**Question.** The table lists the lowest electron–hole pair states of PbSe from a Bethe–Salpeter calculation without spin-orbit coupling. The cell is stretched by 4 % in volume, and an imposed shift of 1 eV has been added to the computed gap, so that a free electron and hole cost 1.733 eV. "Exciton energies" are the excitation energies, and "exciton weights" measure how strongly each state absorbs light polarised along one fixed direction.

GPAW 26.7.0, Bethe–Salpeter equation on GLLB-SC states of PbSe (Fm-3m, 2-atom cell, volume scaled by 1.04), PAW, 500 eV plane-wave cutoff, no spin-orbit coupling. The k mesh is 6×6×6, with 4 valence and 4 conduction bands and a 1 eV scissors shift; screening uses 50 bands and a 30 eV cutoff, with the q = 0 term averaged over a sphere. Weights are for light polarised along x.

```tsv
row	exciton energies (eV)	exciton weights
1	1.638	0.306
2	1.638	0.350
3	1.638	0.261
4	1.639	0.000
5	2.925	1.555
6	2.925	1.652
7	2.925	1.458
8	2.956	0.000
9	2.956	0.000
10	2.956	0.000
11	2.963	0.000
12	2.963	0.000
13	2.972	0.000
14	2.972	0.000
15	2.972	0.000
16	2.981	0.000
17	2.981	0.195
18	2.981	0.201
19	2.981	0.189
20	2.985	0.000
21	2.986	0.000
22	2.986	0.000
23	2.987	0.000
24	2.987	0.000
```

The list opens with a tight group of four states, leaves a wide empty interval, and then becomes crowded. Three readings are offered: (a) the groups are the first and second levels of a hydrogen-like exciton; (b) the opening group is a spin triplet beside a singlet; (c) the pattern comes from several equivalent band edges seen on a coarse mesh of wave vectors. Decide between them, and judge whether the binding of 0.095 eV that the run reports belongs to a real exciton.

**Model answer.** Reading (a) is tempting, because a bound pair does resemble a hydrogen atom and its levels do come in groups. But every level of such a series lies below the energy of the free pair, and the levels crowd together towards that limit from underneath. With the reported binding, the second level should sit at 1.709 eV. The second group begins at 2.925 eV, more than 1 eV above the free-pair energy, so it cannot belong to that series.

The brightness points the same way. In a hydrogen-like series whose first level is bright, the second is eight times weaker. Here the weights of rows 5–7 add up to about five times those of rows 1–3.

Reading (b) fits the count of three plus one but has the brightness reversed. Without spin-orbit coupling light cannot flip a spin, so a triplet would give three dark states and the singlet one bright state. The table shows three bright states and one dark one. The run is also unpolarised and treats only singlet-type pairs, so the pattern has to come from the orbitals.

Reading (c) starts from a well-known feature of PbSe: its gap lies at the L points of the Brillouin zone, of which there are four, one along each body diagonal of the cube. If both band edges are single levels there, each valley supplies one lowest pair state, and four valleys supply four. The threefold symmetry around each diagonal forces the transition dipole to point along that diagonal.

The four pair states then combine. Take the dipoles along (1,1,1), (1,−1,−1), (−1,1,−1) and (−1,−1,1). Added with equal phases they cancel, which gives one dark state. The other three combinations carry the whole absorption, one for each cube axis. Since they have the same energy, the solver may return any mixture of them, which is why rows 1–3 all show some weight for a single polarisation and why only their sum has a meaning.

The empty interval follows from the mesh. In the crystal the bands run continuously away from L, so free pairs exist at every energy from the gap upwards. A mesh with six divisions along each axis, if it is centred on the zone centre Γ, has one point at each L, and the next points lie well up the steep bands. The second group is best understood as pairs at those neighbouring points: a coarse sample of the continuum, with nothing in between because nothing was sampled there.

This leaves the binding. If each valley is represented by a single mesh point, the electron and hole cannot choose their own orbit, and their attraction is set by the size of the mesh cell. In reciprocal space the screened attraction is 4πe²/(εq²), where q is the change of wave vector and ε the dielectric constant. Averaging it over a sphere with the volume of one mesh cell, and dividing by the volume NV of the repeating crystal, gives

E ≈ 2e²q₀/(πε), with q₀ = (6π²/NV)^(1/3).

Here N = 6×6×6 is the number of mesh points and V = 2×29.82 Å³ the cell volume, so q₀ ≈ 0.17 Å⁻¹. With e² ≈ 14 eV Å and an assumed ε of 15, set below that of the real crystal because the computed gap is too wide, E ≈ 2×14×0.17/(3.14×15) ≈ 0.10 eV. With ε = 25, closer to the rough measured value, it is 0.06 eV. The reported 0.095 eV is of this size. No exciton energy entered the estimate, but the run itself averages the term at q = 0 over such a sphere, so the agreement shows where the number can come from and is not an independent test.

A real hydrogen-like exciton would look quite different. With a reduced mass of 0.04 electron masses and ε = 23, both rough recalled values, the binding is about 1 meV; a heavier mass of 0.1 and a weaker screening of 15 raise it only to about 6 meV. The corresponding orbits have radii of roughly 300 and 80 Å. The mesh, however, describes a crystal that repeats itself every 26 Å, and such an orbit does not fit into it.

The reported binding should therefore be read as a property of the mesh. This matters for an infrared detector made of PbSe. Taken at face value, 0.095 eV is nearly four times the thermal energy at room temperature and would suggest that light creates pairs that resist separation into a current. The calculation gives no ground for that worry.

**Remarks on the reasoning.** The verdicts differ in strength. Readings (a) and (b) are refuted by the table itself, through the position of the second group and the brightness of the first. Reading (c) is supported by the count and by the single dark state, but the assignment to the L points rests on the known band structure and on symmetry, since the list does not tell at which wave vector each pair sits.

The binding estimate deserves full marks only if it is treated as an order of magnitude. It leaves out the attraction between different mesh points and the exchange repulsion between electron and hole, and its result moves with the assumed ε. The analysis output after this text gives it for both values of ε, beside the hydrogen-like estimates.

A common slip is to compare 1.638 eV with a measured absorption edge. That energy contains the imposed 1 eV, and spin-orbit coupling, which narrows the gap of PbSe strongly, is absent. The binding escapes the first objection, because the shift raises the free pair and the exciton alike and cancels in their difference.

A good answer ends with a test. The sphere radius q₀ shrinks in inverse proportion to the number of divisions along each axis, so a mesh twice as fine should roughly halve the binding if the mesh sets it. A real binding would stay where it is. A simple check serves before any computed binding is used: work out the expected orbit radius first, and trust the number only if the repeat length of the mesh is several times larger.

Printed output of the fit:

```
Free-pair threshold with scissors shift (eV): 1.733
States below the threshold (count): 4
Bright states below the threshold (count): 3
Dark states below the threshold (count): 1
Empty interval between first and second bunch (eV): 1.286
Second bunch above the threshold (eV): 1.192
Summed weight of rows 1 to 3: 0.917
Summed weight of rows 5 to 7: 4.665
Summed weight of rows 17 to 19: 0.585
Hydrogen-like n=2 level expected (eV): 1.709
Second bunch less expected n=2 level (eV): 1.216
Dipole along x with equal phases (single-valley units): 0
Strength along x with aligned phases (single-valley units): 4
Mesh-cell attraction with rough screening 15 (eV): 0.1016
Mesh-cell attraction with rough screening 25 (eV): 0.06097
Binding printed by the run (eV): 0.0948
Hydrogen-like binding with recalled values (meV): 1.029
Hydrogen-like binding in the generous case (meV): 6.047
Orbit radius with recalled values (A): 304.3
Orbit radius in the generous case (A): 79.38
Repeat length belonging to the 6x6x6 mesh (A): 26.31
Thermal energy at 300 K (eV): 0.02585
```
